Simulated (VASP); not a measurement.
Input of a VASP 6.6.1 run:

Contents of INCAR:

```
SYSTEM = N
PREC = Accurate
ENCUT = 520
EDIFF = 1E-6
ISMEAR = 0
SIGMA = 0.15
LREAL = .FALSE.
LASPH = .TRUE.
NELM = 100
ALGO = Normal
ISIF = 2
LWAVE = .FALSE.
LCHARG = .FALSE.
GGA = PE
IVDW = 12
NBANDS = 8
```

The input KPOINTS:

```
regular mesh
0
G
  28 28 28
  0 0 0
```

The input POSCAR:

```
N
1.0
    0.0000000000      1.6879749194      1.3166204371
    1.6879749194      0.0000000000      1.3166204371
    1.6879749194      1.6879749194      0.0000000000
N
1
Direct
    0.0000000000      0.0000000000      0.0000000000
```

Potentials or basis: VASP PAW PBE potentials, release 64 (N).

Command:

```bash
$ cat potpaw_PBE.64/N/POTCAR > POTCAR
$ mpirun -np 1 vasp_std > vasp.out
```

Question: Estimate the pressure.

Answer: -6.9 GPa.

Question: Estimate the band gap on the k mesh.

Answer: None (metal or under the smearing width).

Question: What does it give for the dispersion energy per atom?

Answer: -0.185 eV.

Stress tensor (GPa, compression positive):
```
  0.15   0.00   0.00
  0.00   0.15   0.00
  0.00   0.00 -21.05
```

Caveat: pairwise dispersion overbinds metals, which lowers pressure and volume.
